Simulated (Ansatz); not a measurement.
Wanted: the native input for an Ansatz 0.2.0 run.

| Quantity | Value |
| --- | --- |
| Task | phonons |
| Functional | PBEsol |
| Potentials or basis | all-electron LAPW, scalar-relativistic |
| Cutoff | 260 eV (chosen from the basis error) |
| Basis error allowed | 0.002 eV/atom |
| k mesh | 8 × 8 × 5 |
| Occupations | fermi-dirac, width 0.05 eV |
| Spin | no spin polarisation |

The system is SnSe2.

```xyz
3
Lattice="3.8110 0.0000 0.0000 -1.9055 3.3004 0.0000 0.0000 0.0000 6.1360" Properties=species:S:1:pos:R:3 pbc="T T T"
Sn    0.0000    0.0000    0.0000
Se    1.9055    1.1001    4.6081
Se    0.0000    2.2003    1.5279
```

These files were run (other wordings do the same):

input.yaml

```yaml
crystal:
  lattice:
    - [3.811, 0.0, 0.0]
    - [-1.9055, 3.3004228138, 0.0]
    - [0.0, 0.0, 6.136]
  atoms:
    - { symbol: Sn, position: [0.0, 0.0, 0.0] }
    - { symbol: Se, position: [0.6666666667, 0.3333333333, 0.751] }
    - { symbol: Se, position: [0.3333333333, 0.6666666667, 0.249] }
kpoints:
  mp_grid: { grid: [8, 8, 5] }
scf:
  occupations: { method: fermi_dirac, width: 0.05 }
hamiltonian:
  xc: pbesol
  pseudopotentials: { kind: all_electron, lapw: { basis_error: 0.002 } }
output: {}
phonons:
  method: fd
  supercell: [1, 1, 1]
```

Potentials or basis: all-electron LAPW, scalar-relativistic.

Command:

```console
$ ansatz run input.yaml --threads 2 --pin off --max-ram 8192MiB --backend cpu --events-out ev --progress --plain --runs-dir out
```

It gave:

```json
{
  "Largest force": "0.598 eV/Å",
  "Band gap on the k mesh": "0.74 eV, indirect (least direct gap 1.01 eV)",
  "Highest phonon frequency at Γ, LO-TO splitting left out": "253 cm⁻¹"
}
```

Caveat: spin-orbit coupling is left out, which moves the levels of the heavy elements; an odd mesh through Γ misses points on the zone boundary, where band edges often lie.

Wall time 2.8 min on 2 threads of Arm Neoverse V1, on a shared host, peak memory 0.62 GiB.
